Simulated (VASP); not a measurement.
# BaTiO3: cell and properties under strain in the plane, part 2 of 2

How does BaTiO3 answer to strain in the plane, when the third axis is free? The starting structure is a measured crystal structure from the Crystallography Open Database. All runs use LDA. The equilibrium cell comes from relaxations that aren't shown. Its Cartesian x and y axes are then stretched or squeezed alike, and the third axis is relaxed.

VASP 6.6.1.

Results so far: no strain 0.0 GPa; -2 % along x and y 4.6 GPa; +2 % along x and y -4.2 GPa.

## 5. Relaxation at -1 % along x and y

Level of this step: LDA; plane waves and PAW (Ba_sv, Ti_sv, O) (VASP).

This run starts from the cell of an earlier relaxation, which isn't shown; the restart sets up the plane waves anew.

Contents of INCAR:

```
SYSTEM = BaTiO3
PREC = Accurate
ENCUT = 560
EDIFF = 1E-07
NELM = 100
ISMEAR = 0
SIGMA = 0.03
LREAL = .FALSE.
ALGO = Normal
GGA = CA
NBANDS = 26
LASPH = .TRUE.
LORBIT = 11
LWAVE = .FALSE.
LCHARG = .FALSE.
KPAR = 8
IBRION = 2
NSW = 50
ISIF = 3
EDIFFG = -0.003
LATTICE_CONSTRAINTS = .FALSE. .FALSE. .TRUE.
```

Contents of POSCAR:

```
BaTiO3
1.0
    3.9027358722      0.0000000000      0.0000000000
    0.0000000000      3.9027358722      0.0000000000
    0.0000000000      0.0000000000      4.0437286083
Ba Ti O
1 1 3
Direct
    0.0000000000      0.0000000000      0.0047874239
    0.5000000000      0.5000000000      0.5203014840
    0.5000000000      0.5000000000      0.9774083478
    0.5000000000      0.0000000000      0.4872513721
    0.0000000000      0.5000000000      0.4872513721
```

Contents of KPOINTS:

```
Automatic mesh
0
Gamma
6 6 6
0 0 0
```

Potentials, in the order of the species: Ba_sv, Ti_sv and O (LDA family, release 64).

Command:

```sh
$ mpirun -np 8 vasp_std
```

The program printed:

```text
[... set-up lines as in an earlier step ...]
 entering main loop
       N       E                     dE             d eps       ncg     rms          rms(c)
DAV:   1     0.470390290747E+03    0.47039E+03   -0.22208E+04  2080   0.178E+03
DAV:   2    -0.469584203430E+00   -0.47086E+03   -0.45462E+03  2412   0.480E+02
DAV:   3    -0.520682061161E+02   -0.51599E+02   -0.50095E+02  2896   0.149E+02
DAV:   4    -0.544196354074E+02   -0.23514E+01   -0.23482E+01  3090   0.287E+01
[...]
DAV:  16    -0.441516513683E+02   -0.11035E-06   -0.15277E-06  2678   0.124E-02    0.400E-03
DAV:  17    -0.441516511748E+02    0.19351E-06   -0.55087E-07  2344   0.810E-03    0.557E-04
DAV:  18    -0.441516511791E+02   -0.42719E-08   -0.38975E-08  1304   0.148E-03
   1 F= -.44151651E+02 E0= -.44151651E+02  d E =-.441517E+02
[...]
reached required accuracy - stopping structural energy minimisation
```

It took 11 s on 8 MPI ranks of AMD EPYC 7R43, shared host; peak memory 1.4 GiB; 85 s of CPU time.

OUTCAR, selected parts (step 5):

```text
  Total        1.3097354      1.3097354     -0.0039890      0.0000000     -0.0000000      0.0000000
  in kB       34.0701316     34.0701316     -0.1037648      0.0000000     -0.0000000      0.0000000
  external PRESSURE =      22.6788328 kB  Pullay stress =       0.0000000 kB

 POSITION                                       TOTAL-FORCE (eV/Angst)
 -----------------------------------------------------------------------------------
      0.00000      0.00000      0.01936        -0.000000     -0.000000     -0.001357
      1.95137      1.95137      2.10396        -0.000000      0.000000     -0.000301
      1.95137      1.95137      3.95237        -0.000000     -0.000000     -0.000759
      1.95137      0.00000      1.97031        -0.000000     -0.000000      0.001209
      0.00000      1.95137      1.97031         0.000000     -0.000000      0.001209
 -----------------------------------------------------------------------------------
    total drift:                                0.000000      0.000000     -0.000141

  FREE ENERGIE OF THE ION-ELECTRON SYSTEM (eV)
  ---------------------------------------------------
  free  energy   TOTEN  =       -44.1516511791 eV

  energy  without entropy=      -44.1516511791  energy(sigma->0) =      -44.15165118

[... 2 parts as in an earlier step ...]

[... 2 further parts left out ...]
[key lines of the parts left out:]
E-fermi :   4.2100
```

-1 % along x and y: 12.318 Å³ an atom and a mean stress of 2.27 GPa, with a third cell vector of 4.044 Å, and 1.774 eV of gap on the mesh. Further runs on this cell, not shown, give the modes A1 (3) 521.6, E (4) 495.3, E (1) 117.2 cm⁻¹.

## 6. Relaxation at +1 % along x and y

This run starts from the cell of an earlier relaxation, which isn't shown; the restart sets up the plane waves anew.

INCAR is that of step 5.

Contents of POSCAR:

```
BaTiO3
1.0
    3.9815790212      0.0000000000      0.0000000000
    0.0000000000      3.9815790212      0.0000000000
    0.0000000000      0.0000000000      3.9500555005
Ba Ti O
1 1 3
Direct
    0.0000000000      0.0000000000      0.0002551171
    0.5000000000      0.5000000000      0.5103431522
    0.5000000000      0.5000000000      0.9852029375
    0.5000000000      0.0000000000      0.4905993965
    0.0000000000      0.5000000000      0.4905993965
```

KPOINTS is that of step 5.

Command:

```sh
$ mpirun -np 8 vasp_std
```

The program printed:

```text
[... set-up lines as in an earlier step ...]
 entering main loop
       N       E                     dE             d eps       ncg     rms          rms(c)
DAV:   1     0.457888397625E+03    0.45789E+03   -0.22245E+04  2080   0.177E+03
DAV:   2    -0.316296219323E+01   -0.46105E+03   -0.44611E+03  2464   0.472E+02
DAV:   3    -0.524318561236E+02   -0.49269E+02   -0.48885E+02  2926   0.146E+02
DAV:   4    -0.546151334521E+02   -0.21833E+01   -0.21806E+01  3086   0.278E+01
[...]
DAV:  14    -0.441534567486E+02    0.10888E-04   -0.58443E-05  2786   0.523E-02    0.671E-03
DAV:  15    -0.441534566777E+02    0.70832E-07   -0.55741E-06  2632   0.180E-02    0.331E-03
DAV:  16    -0.441534566348E+02    0.42940E-07   -0.79211E-07  2592   0.913E-03
   1 F= -.44153457E+02 E0= -.44153457E+02  d E =-.441535E+02
[...]
reached required accuracy - stopping structural energy minimisation
```

Elapsed: 11 s, on 8 MPI ranks; peak memory 1.4 GiB.

OUTCAR, selected parts (step 6):

```text
  Total       -1.2717869     -1.2717869      0.0015203      0.0000000      0.0000000      0.0000000
  in kB      -32.5395125    -32.5395125      0.0388970      0.0000000      0.0000000      0.0000000
  external PRESSURE =     -21.6800427 kB  Pullay stress =       0.0000000 kB

 POSITION                                       TOTAL-FORCE (eV/Angst)
 -----------------------------------------------------------------------------------
      0.00000      0.00000      0.00101         0.000000      0.000000     -0.000451
      1.99079      1.99079      2.01588        -0.000000      0.000000     -0.000995
      1.99079      1.99079      3.89161        -0.000000     -0.000000      0.000026
      1.99079      0.00000      1.93789        -0.000000      0.000000      0.000710
      0.00000      1.99079      1.93789        -0.000000     -0.000000      0.000710
 -----------------------------------------------------------------------------------
    total drift:                                0.000000     -0.000000      0.000311

  FREE ENERGIE OF THE ION-ELECTRON SYSTEM (eV)
  ---------------------------------------------------
  free  energy   TOTEN  =       -44.1534566348 eV

  energy  without entropy=      -44.1534566348  energy(sigma->0) =      -44.15345663

[... 2 parts as in an earlier step ...]

[... 2 further parts left out ...]
[key lines of the parts left out:]
E-fermi :   3.9266
```

+1 % along x and y: 12.524 Å³ an atom and a mean stress of -2.17 GPa, with a third cell vector of 3.950 Å, and 1.724 eV of gap on the mesh. The mode run on this cell, not shown, finds imaginary modes, so the symmetric cell is a saddle point here, unless the settings are too coarse. Further runs on this cell, not shown, give the modes A1 (3) 495.6, E (4) 465.5, E (1) -184.4 cm⁻¹.

## 7. Relaxation at -3 % along x and y

This run starts from the cell of an earlier relaxation, which isn't shown; the restart sets up the plane waves anew.

INCAR is that of step 6.

Contents of POSCAR:

```
BaTiO3
1.0
    3.8238927233      0.0000000000      0.0000000000
    0.0000000000      3.8238927233      0.0000000000
    0.0000000000      0.0000000000      4.1872775602
Ba Ti O
1 1 3
Direct
    0.0000000000      0.0000000000      0.0131287956
    0.5000000000      0.5000000000      0.5319649000
    0.5000000000      0.5000000000      0.9668336106
    0.5000000000      0.0000000000      0.4825363469
    0.0000000000      0.5000000000      0.4825363469
```

KPOINTS is that of step 6.

Command:

```sh
$ mpirun -np 8 vasp_std
```

The program printed:

```text
[... set-up lines as in an earlier step ...]
 entering main loop
       N       E                     dE             d eps       ncg     rms          rms(c)
DAV:   1     0.461803981649E+03    0.46180E+03   -0.22297E+04  2080   0.178E+03
DAV:   2    -0.504439105709E+01   -0.46685E+03   -0.45101E+03  2438   0.474E+02
DAV:   3    -0.520135381550E+02   -0.46969E+02   -0.46676E+02  2954   0.145E+02
DAV:   4    -0.541034496526E+02   -0.20899E+01   -0.20867E+01  3052   0.274E+01
[...]
DAV:  15    -0.440437717020E+02    0.68263E-06   -0.13677E-05  2882   0.320E-02    0.343E-03
DAV:  16    -0.440437714886E+02    0.21341E-06   -0.16600E-06  2798   0.130E-02    0.193E-03
DAV:  17    -0.440437714653E+02    0.23292E-07   -0.12785E-07  1610   0.379E-03
   1 F= -.44043771E+02 E0= -.44043771E+02  d E =-.440438E+02
[... from here on, the cycles between the ionic steps are left out ...]
   2 F= -.44043775E+02 E0= -.44043775E+02  d E =-.332553E-05
   3 F= -.44043774E+02 E0= -.44043774E+02  d E =-.285864E-05
   4 F= -.44043775E+02 E0= -.44043775E+02  d E =-.331251E-05
   5 F= -.44043777E+02 E0= -.44043777E+02  d E =-.210966E-05
   6 F= -.44043778E+02 E0= -.44043778E+02  d E =-.310990E-05
   7 F= -.44043780E+02 E0= -.44043780E+02  d E =-.255457E-05
   8 F= -.44043784E+02 E0= -.44043784E+02  d E =-.620741E-05
   9 F= -.44043784E+02 E0= -.44043784E+02  d E =-.622149E-05
  10 F= -.44043783E+02 E0= -.44043783E+02  d E =-.515470E-05
  11 F= -.44043775E+02 E0= -.44043775E+02  d E =0.764789E-05
  12 F= -.44043783E+02 E0= -.44043783E+02  d E =-.153791E-06
[...]
reached required accuracy - stopping structural energy minimisation
```

Elapsed: 47 s, on 8 MPI ranks; peak memory 1.6 GiB; 6.1 min of CPU time.

From OUTCAR (step 7):

```text
  Total        3.9077658      3.9077658      0.0132393      0.0000000     -0.0000000      0.0000000
  in kB      102.3649849    102.3649849      0.3468082      0.0000000     -0.0000000      0.0000000
  external PRESSURE =      68.3589260 kB  Pullay stress =       0.0000000 kB

 POSITION                                       TOTAL-FORCE (eV/Angst)
 -----------------------------------------------------------------------------------
      0.00000      0.00000      0.05347         0.000000     -0.000000     -0.001357
      1.91195      1.91195      2.22388         0.000000      0.000000      0.001986
      1.91195      1.91195      4.04564         0.000000      0.000000     -0.001028
      1.91195      0.00000      2.01901         0.000000     -0.000000      0.000200
      0.00000      1.91195      2.01901        -0.000000     -0.000000      0.000200
 -----------------------------------------------------------------------------------
    total drift:                                0.000000      0.000000     -0.000167

  FREE ENERGIE OF THE ION-ELECTRON SYSTEM (eV)
  ---------------------------------------------------
  free  energy   TOTEN  =       -44.0437831962 eV

  energy  without entropy=      -44.0437831962  energy(sigma->0) =      -44.04378320

[... 2 parts as in an earlier step ...]

[... 2 further parts left out ...]
[key lines of the parts left out:]
E-fermi :   4.4782
```

Logs of long relaxations may skip ionic steps without a mark.

-3 % along x and y: 12.233 Å³ an atom and a mean stress of 6.84 GPa, with a third cell vector of 4.183 Å, and 1.819 eV of gap on the mesh. Further runs on this cell, not shown, give the modes A1 (3) 571.1, E (4) 539.4, E (1) 192.7 cm⁻¹.

## 8. Relaxation at +3 % along x and y

This run starts from the cell of an earlier relaxation, which isn't shown; the restart sets up the plane waves anew.

INCAR is that of step 7.

Contents of POSCAR:

```
BaTiO3
1.0
    4.0604221701      0.0000000000      0.0000000000
    0.0000000000      4.0604221701      0.0000000000
    0.0000000000      0.0000000000      3.8811168500
Ba Ti O
1 1 3
Direct
    0.0000000000      0.0000000000      0.9955039268
    0.5000000000      0.5000000000      0.4959484047
    0.5000000000      0.5000000000      0.9950403411
    0.5000000000      0.0000000000      0.4952536636
    0.0000000000      0.5000000000      0.4952536636
```

KPOINTS is that of step 7.

Command:

```sh
$ mpirun -np 8 vasp_std
```

The program printed:

```text
[... set-up lines as in an earlier step ...]
 entering main loop
       N       E                     dE             d eps       ncg     rms          rms(c)
DAV:   1     0.454122169153E+03    0.45412E+03   -0.22252E+04  2080   0.176E+03
DAV:   2    -0.566497128452E+01   -0.45979E+03   -0.44483E+03  2494   0.467E+02
DAV:   3    -0.525545722487E+02   -0.46890E+02   -0.46584E+02  2886   0.144E+02
DAV:   4    -0.546934102275E+02   -0.21388E+01   -0.21358E+01  3110   0.275E+01
[...]
DAV:  16    -0.440583927955E+02    0.86838E-07   -0.28821E-06  3000   0.150E-02    0.331E-03
DAV:  17    -0.440583926203E+02    0.17519E-06   -0.11583E-06  2696   0.927E-03    0.114E-03
DAV:  18    -0.440583926042E+02    0.16035E-07   -0.66414E-08  1304   0.256E-03
   1 F= -.44058393E+02 E0= -.44058393E+02  d E =-.440584E+02
[...]
N       E                     dE             d eps       ncg     rms          rms(c)
DAV:   1    -0.440584013585E+02   -0.87382E-05   -0.44384E-04  2296   0.201E-01    0.234E-02
DAV:   2    -0.440583956284E+02    0.57301E-05   -0.33491E-05  2380   0.482E-02    0.984E-03
DAV:   3    -0.440583939021E+02    0.17263E-05   -0.80789E-06  2660   0.178E-02    0.386E-03
DAV:   4    -0.440583937233E+02    0.17883E-06   -0.15362E-06  3010   0.900E-03    0.246E-03
DAV:   5    -0.440583937139E+02    0.93501E-08   -0.20347E-07  1750   0.418E-03
   2 F= -.44058394E+02 E0= -.44058394E+02  d E =-.110967E-05
 trial-energy change:   -0.000001  1 .order   -0.000002   -0.000003   -0.000000
 step:   1.1950(harm=  1.1950)  dis= 0.00009  next Energy=   -44.058394 (dE=-0.160E-05)
 reached required accuracy - stopping structural energy minimisation
```

The job ended after 17 s (8 MPI ranks; peak memory 1.6 GiB; 2.2 min of CPU time).

Parts of OUTCAR (step 8):

```text
  Total       -3.6539816     -3.6539816      0.0015287      0.0000000      0.0000000      0.0000000
  in kB      -91.4772776    -91.4772776      0.0382718      0.0000000      0.0000000      0.0000000
  external PRESSURE =     -60.9720945 kB  Pullay stress =       0.0000000 kB

 POSITION                                       TOTAL-FORCE (eV/Angst)
 -----------------------------------------------------------------------------------
      0.00000      0.00000      3.86432         0.000000     -0.000000      0.000994
      2.03021      2.03021      1.92506         0.000000     -0.000000     -0.000950
      2.03021      2.03021      3.86251         0.000000      0.000000      0.000653
      2.03021      0.00000      1.92238         0.000000     -0.000000     -0.000349
      0.00000      2.03021      1.92238         0.000000     -0.000000     -0.000349
 -----------------------------------------------------------------------------------
    total drift:                                0.000000     -0.000000      0.000475

  FREE ENERGIE OF THE ION-ELECTRON SYSTEM (eV)
  ---------------------------------------------------
  free  energy   TOTEN  =       -44.0583937139 eV

  energy  without entropy=      -44.0583937139  energy(sigma->0) =      -44.05839371

[... 2 parts as in an earlier step ...]

[... 2 further parts left out ...]
[key lines of the parts left out:]
E-fermi :   3.9084
```

+3 % along x and y: 12.800 Å³ an atom and a mean stress of -6.10 GPa, with a third cell vector of 3.882 Å, and 1.561 eV of gap on the mesh. The mode run on this cell, not shown, finds imaginary modes, so the symmetric cell is a saddle point here, unless the settings are too coarse. Further runs on this cell, not shown, give the modes A1 (3) 480.4, E (4) 444.5, E (1) -286.4 cm⁻¹.

## 9. All runs side by side

```
               run  volume (Å³/atom)  mean stress, as a pressure (GPa)  third cell vector (Å)  gap on the mesh (eV)  A1 (3)  E (4)   E (1)  core minutes
-3 % along x and y            12.233                              6.84                  4.183                 1.819   571.1  539.4   192.7          6.27
-2 % along x and y            12.257                              4.56                  4.106                 1.797   542.9  515.5   181.0          1.44
-1 % along x and y            12.318                              2.27                  4.044                 1.774   521.6  495.3   117.2          1.52
         no strain            12.409                               0.0                  3.992                  1.75   506.5  478.8   -96.7          1.49
+1 % along x and y            12.524                             -2.17                   3.95                 1.724   495.6  465.5  -184.4          1.49
+2 % along x and y            12.651                             -4.19                  3.912                 1.648   486.6  454.6  -242.7          1.57
+3 % along x and y              12.8                              -6.1                  3.882                 1.561   480.4  444.5  -286.4          2.29
```

Modes are in cm⁻¹ and matched by symmetry and order, imaginary ones as negative numbers. A number in brackets counts the listed modes of one symmetry from the lowest. The symmetry labels come from an automatic analysis and can be wrong where levels nearly coincide. Core minutes are wall time times ranks of the run shown, on a shared host.

## 10. What came out

```json
{
 "mean stress, as a pressure at -3 % along x and y": "6.84 GPa",
 "mean stress, as a pressure at -2 % along x and y": "4.56 GPa",
 "mean stress, as a pressure at -1 % along x and y": "2.27 GPa",
 "mean stress, as a pressure at no strain": "0.00 GPa",
 "mean stress, as a pressure at +1 % along x and y": "-2.17 GPa",
 "mean stress, as a pressure at +2 % along x and y": "-4.19 GPa",
 "mean stress, as a pressure at +3 % along x and y": "-6.10 GPa"
}
```

What this shows: From -3 % along x and y to +3 % along x and y the third cell vector of BaTiO3 goes from 4.183 to 3.882 Å and the volume from 12.23 to 12.80 Å³ an atom. Over this range the gap on the mesh falls or stays level: 1.82, 1.80, 1.77, 1.75, 1.72, 1.65, 1.56 eV. Semilocal functionals give gaps that are too small, spin-orbit coupling is left out, and the mesh may miss the true band edges, by more at some strains than at others. Where bands change their order, the gap's trend can turn. The A1 (3) mode goes from 571 to 480 cm⁻¹. The E (4) mode goes from 539 to 445 cm⁻¹. The E (1) mode goes from 193 to -286 cm⁻¹. The unshown mode runs find imaginary modes at no strain, +1 % along x and y, +2 % along x and y and +3 % along x and y, so there the symmetric cell is a saddle point, unless the settings are too coarse. Other points of the zone weren't tested. The frequencies are harmonic, and the splitting of polar modes by their long-range field is left out. Further runs on this material are not shown.

[Lines on the potential files, build, host, timing and source positions are cut from VASP's logs without a mark.]

[Logs are printed without paths, hosts, clocks, repeated set-up lines and the standing remarks that a program may print on its own settings, such as how far it seeks lower states.]

[Hosts, paths, dates, database ids (printed as entryN), source tags and the programs' standing remarks are cut or masked in the printed files.]
